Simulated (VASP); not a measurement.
A run of VASP 6.6.1:

Contents of INCAR:

```
SYSTEM = GaP
PREC     = Accurate       ! precision mode
ENCUT    = 600            ! plane-wave cutoff, eV
EDIFF    = 1E-7           ! SCF threshold, eV
ISMEAR   = 0              ! smearing method
SIGMA    = 0.03           ! smearing width, eV
LREAL    = .False.        ! projectors in reciprocal space
LASPH    = .True.         ! aspherical terms in the spheres
NELM     = 80             ! most SCF steps
ALGO     = Normal         ! electronic algorithm
ISIF     = 3              ! what is computed and relaxed
LWAVE    = .False.        ! write WAVECAR
LCHARG   = .False.        ! write CHGCAR
GGA      = PS             ! functional
IBRION   = 2              ! ionic algorithm
NSW      = 90             ! ionic steps
EDIFFG   = -0.005         ! ionic threshold
KPAR     = 4
```

The input KPOINTS:

```
Automatic mesh
0
Gamma
  8 8 8
  0 0 0
```

POSCAR

```
GaP                                     
1.0
    0.0000000000      2.7184163014      2.7184163014
    2.7184163014      0.0000000000      2.7184163014
    2.7184163014      2.7184163014      0.0000000000
  Ga              P             
     1     1
Direct
     0.0000000000000000    0.0000000000000000    0.0000000000000000
     0.2500000000000000    0.2500000000000000    0.2500000000000000
```

Potentials or basis: VASP PAW PBE potentials, release 64 (Ga_d, P).

Command:

```sh
$ cat potpaw_PBE.64/Ga_d/POTCAR potpaw_PBE.64/P/POTCAR > POTCAR
$ mpirun -np 4 vasp_std > vasp.out
```

Hardware: 4 MPI ranks on Intel(R) Xeon(R) Platinum 8488C (Sapphire Rapids) (shared host).

Estimate the wall time of this run.

Run time: 11 s on 4 MPI ranks on Intel(R) Xeon(R) Platinum 8488C (Sapphire Rapids), with other jobs on the host, peak memory 0.17 GiB a rank. Counts: scf iterations 14, k points 29, ion steps 1.
